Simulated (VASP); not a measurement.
# Hf (P6_3/mmc) in VASP: further runs

The runs below take Hf through relaxation of shape and atoms at fixed volume, with PBE.

Program: VASP 6.6.1. These are calculated values, not measurements. Logs are shortened: lines on timing, memory, paths and dates and some standing lists are left out, and cuts for length are marked.

## Step 1: Starting point

Symmetry: P6_3/mmc, No. 194, hexagonal system. The conventional cell has a = 3.201 Å, b = 3.201 Å, c = 5.057 Å, α = 90.00°, β = 90.00°, γ = 120.00°. Hf (site symmetry -6m2) is surrounded by 12 Hf at 3.13 to 3.20 Å.

## Step 2: Relaxation of shape and atoms at fixed volume, PBE

Input file INCAR:

```
SYSTEM = Hf
ALGO = Normal
EDIFF = 1E-7
EDIFFG = -0.01
ENCUT = 600
GGA = PE
IBRION = 2
ISIF = 4
ISMEAR = 1
LASPH = .TRUE.
LCHARG = .FALSE.
LREAL = .FALSE.
LWAVE = .FALSE.
NELM = 80
NSW = 40
PREC = Accurate
SIGMA = 0.1
```

Input file KPOINTS:

```
k-points
0
G
  15 15 7
  0 0 0
```

Input file POSCAR:

```
Hf                                      
1.0
    3.2007220899      0.0000000000      0.0000000000
   -1.6003610450      2.7719066404      0.0000000000
    0.0000000000      0.0000000000      5.0570330317
  Hf            
     2
Direct
     0.3333333332999970    0.6666666667000030    0.2500000000000000
     0.6666666667000030    0.3333333332999970    0.7500000000000000
```

Potentials or basis: VASP PAW PBE potentials, release 64 (Hf_pv).

The run is started by

```
$ cat potpaw_PBE.64/Hf_pv/POTCAR > POTCAR
$ mpirun -np 1 vasp_std > vasp.out
```

OUTCAR:

```text
SYSTEM = Hf
   EDIFF = 1E-7
   EDIFFG = -0.01
   ENCUT = 600
   GGA = PE
   IBRION = 2
   ISIF = 4
   ISMEAR = 1
   LASPH = .TRUE.
   LREAL = .FALSE.
   NELM = 80
   NSW = 40
   PREC = Accurate

 ion  position               nearest neighbor table
   1  0.333  0.667  0.250-   2 3.13   2 3.13   2 3.13   2 3.13   2 3.13   2 3.13
   2  0.667  0.333  0.750-   1 3.13   1 3.13   1 3.13   1 3.13   1 3.13   1 3.13

  LATTYP: Found a hexagonal cell.
 ALAT       =     3.2007220899
 C/A-ratio  =     1.5799662981

  Lattice vectors:

 A1 = (   3.2007220899,   0.0000000000,   0.0000000000)
 A2 = (  -1.6003610450,   2.7719066404,   0.0000000000)
 A3 = (   0.0000000000,   0.0000000000,   5.0570330317)

Analysis of symmetry for initial positions (statically):
=====================================================================
 Subroutine PRICEL returns:
 Original cell was already a primitive cell.

 Routine SETGRP: Setting up the symmetry group for a
 hexagonal supercell.

 Subroutine GETGRP returns: Found 24 space group operations
 (whereof 12 operations were pure point group operations)
 out of a pool of 24 trial point group operations.

The static configuration has the point symmetry D_3d.
 The point group associated with its full space group is D_6h.

Analysis of symmetry for dynamics (positions and initial velocities):
=====================================================================
 Subroutine PRICEL returns:
 Original cell was already a primitive cell.

 Routine SETGRP: Setting up the symmetry group for a
 hexagonal supercell.

 Subroutine GETGRP returns: Found 24 space group operations
 (whereof 12 operations were pure point group operations)
 out of a pool of 24 trial point group operations.

The dynamic configuration has the point symmetry D_3d.
 The point group associated with its full space group is D_6h.

 Subroutine INISYM returns: Found 24 space group operations
 (whereof 12 operations are pure point group operations),
 and found     1 'primitive' translations

----------------------------------------------------------------------------------------

                                     Primitive cell

  volume of cell :      44.8665

  direct lattice vectors                    reciprocal lattice vectors
     3.200722090  0.000000000  0.000000000     0.312429499  0.180381256  0.000000000
    -1.600361045  2.771906640  0.000000000     0.000000000  0.360762511  0.000000000
     0.000000000  0.000000000  5.057033032     0.000000000  0.000000000  0.197744407

  length of vectors
     3.200722090  3.200722090  5.057033032     0.360762511  0.360762511  0.197744407

  position of ions in fractional coordinates (direct lattice)
     0.333333333  0.666666667  0.250000000
     0.666666667  0.333333333  0.750000000

  ion indices of the primitive-cell ions
   primitive index   ion index
                 1           1
                 2           2

----------------------------------------------------------------------------------------

 KPOINTS: k-points

Automatic generation of k-mesh.
 Grid dimensions read from file:
 generate k-points for:   15   15    7

 Generating k-lattice:

  Cartesian coordinates                     Fractional coordinates (reciprocal lattice)
     0.020828633  0.012025417  0.000000000     0.066666667  0.000000000  0.000000000
     0.000000000  0.024050834  0.000000000     0.000000000  0.066666667  0.000000000
     0.000000000  0.000000000  0.028249201     0.000000000  0.000000000  0.142857143

  Length of vectors
     0.024050834  0.024050834  0.028249201

  Shift w.r.t. Gamma in fractional coordinates (k-lattice)
     0.000000000  0.000000000  0.000000000

 Subroutine IBZKPT returns following result:
 ===========================================

 Found    108 irreducible k-points:

 Following reciprocal coordinates:
            Coordinates               Weight
  0.000000  0.000000  0.000000      1.000000
  0.066667 -0.000000  0.000000      6.000000
  0.133333 -0.000000  0.000000      6.000000
  0.200000  0.000000  0.000000      6.000000
  0.266667 -0.000000  0.000000      6.000000
  0.333333 -0.000000  0.000000      6.000000
[... 16 lines left out ...]
  0.333333  0.200000  0.000000     12.000000
  0.400000  0.200000  0.000000      6.000000
 [... further k-points ...]
   k-points           NKPTS =    108   k-points in BZ     NKDIM =    108   number of bands    NBANDS=     14
   number of dos      NEDOS =    301   number of ions     NIONS =      2
   total plane-waves  NPLWV =  31360
   dimension x,y,z NGX =    28 NGY =   28 NGZ =   40
   dimension x,y,z NGXF=    56 NGYF=   56 NGZF=   80
   ions per type =               2
   NGX,Y,Z   is equivalent  to a cutoff of  14.54, 14.54, 13.15 a.u.
   NGXF,Y,Z  is equivalent  to a cutoff of  29.09, 29.09, 26.30 a.u.
 SYSTEM =  Hf
   PREC   = accura    normal or accurate (medium, high low for compatibility)
   ISTART =      0    job   : 0-new  1-cont  2-samecut
   ICHARG =      2    charge: 1-file 2-atom 10-const
   ISPIN  =      1    spin polarized calculation?
   LNONCOLLINEAR =      F non collinear calculations
   LSORBIT =      F    spin-orbit coupling
   LASPH  =      T    aspherical Exc in radial PAW
   ENCUT  =  600.0 eV  44.10 Ry    6.64 a.u.   6.39  6.39 10.10*2*pi/ulx,y,z
   NELM   =     80;   NELMIN=  2; NELMDL= -5     # of ELM steps
   EDIFF  = 0.1E-06   stopping-criterion for ELM
   LREAL  =      F    real-space projection
   EDIFFG = -.1E-01   stopping-criterion for IOM
   NSW    =     40    number of steps for IOM
   IBRION =      2    ionic relax: 0-MD 1-quasi-New 2-CG
   NFREE  =      1    steps in history (QN), initial steepest desc. (CG)
   ISIF   =      4    stress and relaxation
   ISYM   =      2    0-nonsym 1-usesym 2-fastsym
   POTIM  = 0.5000    time-step for ionic-motion
   TEBEG  =    0.0;   TEEND  =   0.0 temperature during run
   PSTRESS=    0.0 pullay stress
   NELECT =      20.0000    total number of electrons
   NUPDOWN=      -1.0000    fix difference up-down
   EMIN   =  10.00;   EMAX   =-10.00  energy-range for DOS
   EFERMI =   0.00;   METHOD = LEGACY
   ISMEAR =     1;   SIGMA  =   0.10  broadening in eV -4-tet -1-fermi 0-gaus
   EFERMI_NEDOS =   21; number of points for ismear=-14 and -15
   IALGO  =     38    algorithm
   IMIX   =      4    mixing-type and parameters
     AMIX     =   0.40;   BMIX     =  1.00
     AMIX_MAG =   1.60;   BMIX_MAG =  1.00
  volume/ion in A,a.u.               =      22.43       151.39
  Fermi-wavevector in a.u.,A,eV,Ry     =   1.250578  2.363249 21.278761  1.563945
  Thomas-Fermi vector in A             =   2.384565
   LORBIT       =      0    0 simple, 1 ext, 2 COOP (PROOUT), +10 PAW based schemes
   GGA     = PE    functional components
   LHFCALC =     F    Hartree Fock is set to
   AEXX    =    0.0000 exact exchange contribution
   IVDW    =     0    specifies the selected vdW correction
   LEPSILON=     F    determine dielectric tensor
   LRPA    =     F    only Hartree local field effects (RPA)
 conjugate gradient relaxation of ions
 non-spin polarized calculation
 Methfessel and Paxton  Order N= 1 SIGMA  =   0.10
  energy-cutoff  :      600.00
  volume of cell :       44.87
 maximum number of plane-waves:      1520
 NGX is ok and might be reduce to    28
   NGX = 13   NGY = 13   NGZ = 21

 number of electron      20.0000001 magnetization

 Free energy of the ion-electron system (eV)
  ---------------------------------------------------
  ext. energy  EPLUGINS =         0.00000000
  ---------------------------------------------------
  free energy    TOTEN  =       -19.84944053 eV

  energy without entropy =      -19.84988575  energy(sigma->0) =      -19.84958894

 E-fermi :   4.9151     XC(G=0): -11.2704

 val. band max:        4.9117141787   @ k =   0.0000   0.0000   0.2857
 cond. band min:       4.9442098638   @ k =   0.4000   0.2000   0.2857
 fundamental gap:      0.0324956851
 Fermi energy:         4.9151130937

 k-point     1 :       0.0000    0.0000    0.0000
  band No.  band energies     occupation
      1     -26.1805      2.00000
      2     -25.4403      2.00000
      3     -25.4403      2.00000
      4     -25.3191      2.00000
      5     -25.3127      2.00000
      6     -25.3127      2.00000
      7      -2.4722      2.00000
      8       1.2038      2.00000
      9       5.5417     -0.00000
     10       6.0782     -0.00000
     11       6.0782     -0.00000
     12       6.3689     -0.00000
     13       6.9002     -0.00000
     14       6.9002     -0.00000

 k-point     2 :       0.0667   -0.0000    0.0000
  band No.  band energies     occupation
      1     -26.1690      2.00000
      2     -25.4646      2.00000
      3     -25.4485      2.00000
      4     -25.3384      2.00000
      5     -25.3244      2.00000
      6     -25.3159      2.00000
      7      -2.3379      2.00000
      8       1.3365      2.00000
      9       5.3623     -0.00000
     10       5.7128     -0.00000
     11       6.2043     -0.00000
     12       6.6445     -0.00000
     13       6.7617     -0.00000
     14       7.0199      0.00000

 k-point     3 :       0.1333   -0.0000    0.0000
  band No.  band energies     occupation
      1     -26.1357      2.00000
      2     -25.5333      2.00000
      3     -25.4712      2.00000
      4     -25.4099      2.00000
      5     -25.3403      2.00000
      6     -25.3255      2.00000
      7      -1.9476      2.00000
      8       1.7087      2.00000
      9       4.8970      1.30138
     10       5.1620     -0.00266
     11       6.3602     -0.00000
     12       6.5784     -0.00000
     13       6.9822      0.00000
     14       7.0733      0.00000
[... 324 lines left out ...]
 k-point    23 :       0.3333    0.2000    0.0000
  band No.  band energies     occupation
      1     -25.9265      2.00000
      2     -25.8084      2.00000
      3     -25.7901      2.00000
      4     -25.6849      2.00000
      5     -25.5598      2.00000
      6     -25.5182      2.00000
      7       2.0326      2.00000
      8       2.8198      2.00000
      9       3.0245      2.00000
     10       3.6720      2.00000
     11       5.2450     -0.00003
     12       5.7096     -0.00000
     13       6.5330     -0.00000
     14       9.4982      0.00000

 k-point    24 :       0.4000    0.2000    0.0000
  band No.  band energies     occupation
      1     -25.9441      2.00000
      2     -25.8017      2.00000
      3     -25.7591      2.00000
      4     -25.7119      2.00000
      5     -25.5858      2.00000
      6     -25.5272      2.00000
      7       2.3191      2.00000
      8       2.7588      2.00000
      9       2.9413      2.00000
     10       3.6639      2.00000
     11       5.2971     -0.00000
     12       5.5483     -0.00000
     13       6.7594     -0.00000
     14       9.9583      0.00000

 [... further k-points ...]

------------------------ aborting loop because EDIFF is reached ----------------------------------------

  FORCE on cell =-STRESS in cart. coord.  units (eV):
  Direction    XX          YY          ZZ          XY          YZ          ZX
  --------------------------------------------------------------------------------------
  -------------------------------------------------------------------------------------
  Total        0.0020066      0.0020066     -0.0027148     -0.0000000      0.0000000      0.0000000
  in kB        0.0716568      0.0716568     -0.0969469     -0.0000000      0.0000000      0.0000000
  external PRESSURE =       0.0154556 kB  Pullay stress =       0.0000000 kB

 VOLUME and BASIS-vectors are now :
 -----------------------------------------------------------------------------
  energy-cutoff  :      600.00
  volume of cell :       44.87
      direct lattice vectors                 reciprocal lattice vectors
     3.200722090  0.000000000  0.000000000     0.312429499  0.180381256  0.000000000
    -1.600361045  2.771906640  0.000000000     0.000000000  0.360762511  0.000000000
     0.000000000  0.000000000  5.057033032     0.000000000  0.000000000  0.197744407

 POSITION                                       TOTAL-FORCE (eV/Angst)
 -----------------------------------------------------------------------------------
     -0.00000      1.84794      1.26426         0.000000     -0.000000      0.000000
      1.60036      0.92397      3.79277        -0.000000      0.000000      0.000000
 -----------------------------------------------------------------------------------
    total drift:                               -0.000000      0.000000     -0.000000

  FREE ENERGIE OF THE ION-ELECTRON SYSTEM (eV)
  ---------------------------------------------------
  free  energy   TOTEN  =       -19.8494405287 eV

  energy  without entropy=      -19.8498857532  energy(sigma->0) =      -19.84958894

 reached required accuracy - stopping structural energy minimisation
```

Run time: 77 s. Hardware: 1 thread of Intel Xeon Platinum 8259CL at 2.50GHz (Skylake/Cascade Lake), shared host; peak memory 0.23 GiB.

What came out:

- Free energy: -19.8494 eV
- Pressure after relaxing: 0.0 GPa
- Band gap on the k mesh: none (metal or under the smearing width)

Final structure:
```xyz
2
Lattice="3.2007 0.0000 0.0000 -1.6004 2.7719 0.0000 0.0000 0.0000 5.0570" Properties=species:S:1:pos:R:3 pbc="T T T"
Hf    0.0000    1.8479    1.2643
Hf    1.6004    0.9240    3.7928
```

Levels at points of the mesh, in eV from the Fermi level:
```csv
k point,band 7,band 8,band 9,band 10,band 11,band 12,band 13,band 14
"(0.00, 0.00, 0.00)",-7.39,-3.71,0.63,1.16,1.16,1.45,1.99,1.99
```

Caveat: the relaxation stopped at its first step, so nothing moved.

## Step 3: Relaxation of shape and atoms at fixed volume, PBE (a relaxed cell with its volume scaled by 1.02)

INCAR is that of step 2.

KPOINTS is that of step 2.

Input file POSCAR:

```
Hf                                      
1.0
    3.2219195427      0.0000000000      0.0000000000
   -1.6109597714      2.7902641730      0.0000000000
    0.0000000000      0.0000000000      5.0905242927
  Hf            
     2
Direct
     0.3333333332999970    0.6666666667000030    0.2500000000000000
     0.6666666667000030    0.3333333332999970    0.7500000000000000
```

Potentials or basis: VASP PAW PBE potentials, release 64 (Hf_pv).

The run is started by

```
$ cat potpaw_PBE.64/Hf_pv/POTCAR > POTCAR
$ mpirun -np 1 vasp_std > vasp.out
```

Run time: 2.2 min. Hardware: 1 thread of Intel Xeon Platinum 8259CL at 2.50GHz (Skylake/Cascade Lake), shared host; peak memory 0.23 GiB.

It converged, with:

| Property | Result |
| --- | --- |
| Free energy | -19.8437 eV |
| Energy gained by relaxing | 0.0 meV/atom |
| Ionic steps | 2 |
| Pressure after relaxing | -2.1 GPa |
| Band gap on the k mesh | none (metal or under the smearing width) |

Final structure:
```xyz
2
Lattice="3.2228 0.0000 0.0000 -1.6114 2.7911 0.0000 0.0000 0.0000 5.0876" Properties=species:S:1:pos:R:3 pbc="T T T"
Hf    0.0000    1.8607    1.2719
Hf    1.6114    0.9304    3.8157
```

Levels at points of the mesh, in eV from the Fermi level:
```tsv
k point	band 8	band 9	band 10	band 11	band 12	band 13
(0.00, 0.00, 0.00)	-3.65	0.57	1.16	1.16	1.45	1.96
```

## Step 4: Relaxation of shape and atoms at fixed volume, PBE (a relaxed cell with its volume scaled by 1.04)

INCAR is that of step 3.

KPOINTS is that of step 3.

Input file POSCAR:

```
Hf                                      
1.0
    3.2428416844      0.0000000000      0.0000000000
   -1.6214208422      2.8083832792      0.0000000000
    0.0000000000      0.0000000000      5.1235805715
  Hf            
     2
Direct
     0.3333333332999970    0.6666666667000030    0.2500000000000000
     0.6666666667000030    0.3333333332999970    0.7500000000000000
```

The run is started by

```
$ cat potpaw_PBE.64/Hf_pv/POTCAR > POTCAR
$ mpirun -np 1 vasp_std > vasp.out
```

Run time: 2.1 min. Hardware: 1 thread of Intel Xeon Platinum 8259CL at 2.50GHz (Skylake/Cascade Lake), shared host; peak memory 0.24 GiB.

It converged, with:

- Free energy: -19.8268 eV
- Energy gained by relaxing: 0.0 meV/atom
- Ionic steps: 2
- Pressure after relaxing: -4.0 GPa
- Band gap on the k mesh: none (metal or under the smearing width)

Final structure:
```
Hf
1.0
     3.24434    0.00000    0.00000
    -1.62217    2.80968    0.00000
     0.00000    0.00000    5.11884
Hf
2
Direct
  0.33333 0.66667 0.25000
  0.66667 0.33333 0.75000
```

Levels at points of the mesh, in eV from the Fermi level:
| k point | band 8 | band 9 | band 10 | band 11 | band 12 | band 13 |
| --- | --- | --- | --- | --- | --- | --- |
| (0.00, 0.00, 0.00) | -3.59 | 0.51 | 1.15 | 1.15 | 1.44 | 1.93 |

## Step 5: Relaxation of shape and atoms at fixed volume, PBE (a relaxed cell with its volume scaled by 1.06)

INCAR is that of step 4.

KPOINTS is that of step 4.

Input file POSCAR:

```
Hf                                      
1.0
    3.2634972839      0.0000000000      0.0000000000
   -1.6317486420      2.8262715531      0.0000000000
    0.0000000000      0.0000000000      5.1562157225
  Hf            
     2
Direct
     0.3333333332999970    0.6666666667000030    0.2500000000000000
     0.6666666667000030    0.3333333332999970    0.7500000000000000
```

The run is started by

```
$ cat potpaw_PBE.64/Hf_pv/POTCAR > POTCAR
$ mpirun -np 1 vasp_std > vasp.out
```

Run time: 2.5 min. Hardware: 1 thread of Intel Xeon Platinum 8259CL at 2.50GHz (Skylake/Cascade Lake), shared host; peak memory 0.23 GiB.

The run converged. Its results:

```
Free energy               : -19.7999 eV
Energy gained by relaxing : 0.0 meV/atom
Ionic steps               : 2
Pressure after relaxing   : -5.7 GPa
Band gap on the k mesh    : none (metal or under the smearing width)
```

Final structure:
```
Hf
1.0
     3.26516    0.00000    0.00000
    -1.63258    2.82771    0.00000
     0.00000    0.00000    5.15098
Hf
2
Direct
  0.33333 0.66667 0.25000
  0.66667 0.33333 0.75000
```

Levels at points of the mesh, in eV from the Fermi level:
| k point | band 6 | band 7 | band 8 | band 9 | band 10 | band 11 | band 12 | band 13 | band 14 |
| --- | --- | --- | --- | --- | --- | --- | --- | --- | --- |
| (0.00, 0.00, 0.00) | -30.44 | -7.18 | -3.53 | 0.46 | 1.14 | 1.14 | 1.43 | 1.91 | 1.91 |

## Step 6: The runs side by side

| cell | gap on the mesh (eV) | pressure (GPa) |
| --- | --- | --- |
| atoms relaxed at fixed volume | none | 0.0 |
| atoms relaxed at fixed volume from: a relaxed cell with its volume scaled by 1.02 | none | -2.1 |
| atoms relaxed at fixed volume from: a relaxed cell with its volume scaled by 1.04 | none | -4.0 |
| atoms relaxed at fixed volume from: a relaxed cell with its volume scaled by 1.06 | none | -5.7 |

Alike in all rows: task relaxation of shape and atoms at fixed volume; level PBE; potentials or basis VASP PAW PBE potentials, release 64 (Hf_pv); no spin polarisation; k mesh 15 × 15 × 7; cutoff (eV) 600; smearing methfessel-paxton 0.1 eV.

Caveats: the relaxation stopped at its first step, so nothing moved (some runs).

Total energies depend on the potentials used, so only differences within one code and one set of settings carry meaning.
